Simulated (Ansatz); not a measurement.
Below is a relaxed structure of TaSi₂. The cell was found from a structure generator's guess, not taken from experiment.

These are results of Ansatz 0.2.0, DFT PBE, scalar-relativistic, plane waves, PAW, not measurements. Cutoff 420 eV, Γ-centred mesh, Gaussian smearing, no spin polarisation.

```
CELL_PARAMETERS angstrom
4.40750 0.00000 0.00000
-2.20375 3.81701 0.00000
0.00000 0.00000 2.64895
ATOMIC_POSITIONS crystal
Ta 0.00000 0.00000 0.00000
Si 0.66667 0.33333 0.50000
Si 0.33333 0.66667 0.50000
```

Energies over the elements count from the elements' standard structures at the same level, with no fitted energy shifts.

Problem. What space group does it have?

Solution. P6/mmm (No. 191). Conventional cell: a = 4.408 Å, c = 2.649 Å. Ta has 2 Ta at 2.65 Å and 12 Si at 2.87 Å; around Si lie 5 Si at 2.54–2.65 Å and 6 Ta at 2.87 Å.

Problem. How far does it lie from the elements in energy?

Solution. +0.02 eV/atom. The formation energy is too near zero to say whether this cell lies below the elements.

Problem. Is it a metal?

Solution. Yes, bands cross the Fermi level on the 12×12×18 mesh.

The last run used a 12×12×18 mesh (in the run's order of axes) for its 3-atom cell and Gaussian smearing of 0.10 eV. For metals, differences of a few meV/atom aren't resolved. These runs have no spin–orbit coupling, which can matter for Ta. The cell is a metal run without spin; a magnetic state may lie lower. A structure relaxed within its symmetry needn't be a true minimum. Another cell of TaSi2 relaxed alike, in P6_422 (a cell as deposited in COD), lies 0.50 eV/atom lower, so this cell isn't the stable form at this level.
